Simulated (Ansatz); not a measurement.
Runs of Ansatz 0.2.0 on ZrN. It takes space group Fm-3m (No. 225, cubic). The conventional cell has a = 4.600 Å, b = 4.600 Å, c = 4.600 Å, α = 90.00°, β = 90.00°, γ = 90.00°. Around Zr (site symmetry m-3m) lie 6 N at 2.30 Å. Around N (site symmetry m-3m) lie 6 Zr at 2.30 Å. 

| task | level | potentials or basis | spin | cell | k mesh | cutoff (eV) | smearing | gap on the mesh (eV) | pressure (GPa) | relaxed volume (Å³/atom) |
| --- | --- | --- | --- | --- | --- | --- | --- | --- | --- | --- |
| single point | PBE | all-electron LAPW, scalar-relativistic | off | as given | 10 × 10 × 10 | 281 | gaussian 0.029 eV | none | (b) | - |
| band structure | PBEsol | all-electron LAPW, relativistic spinors | SOC, no magnetisation | as given | 7 × 7 × 7 | 284 | fermi-dirac 0.05 eV | - | -7.6 | - |
| relaxation of cell and atoms | BLYP | all-electron LAPW, scalar-relativistic | off | relaxed | 10 × 10 × 10 | - | fermi-dirac 0.05 eV | - | 0.0 | 12.55 |
| relaxation of cell and atoms | PBEsol | all-electron LAPW, scalar-relativistic | off | relaxed | 10 × 10 × 10 | - | fermi-dirac 0.05 eV | - | 0.0 | 11.79 |
| single point | LDA | all-electron LAPW, scalar-relativistic | off | as given | 10 × 10 × 10 | 280 | gaussian 0.02 eV | none | (a) | - |

Alike in all rows: basis error allowed 0.001 eV/atom.

Estimate the missing entries.

(a) -12.6; (b) -0.8.

Caveats: the k mesh is thin for a metal, which can move the energy by tens of meV per atom (some runs).

A k mesh can miss the band edges, and rows without SOC leave out spin-orbit coupling on Zr.

A gap of «none» marks a metal or a gap under the smearing width.
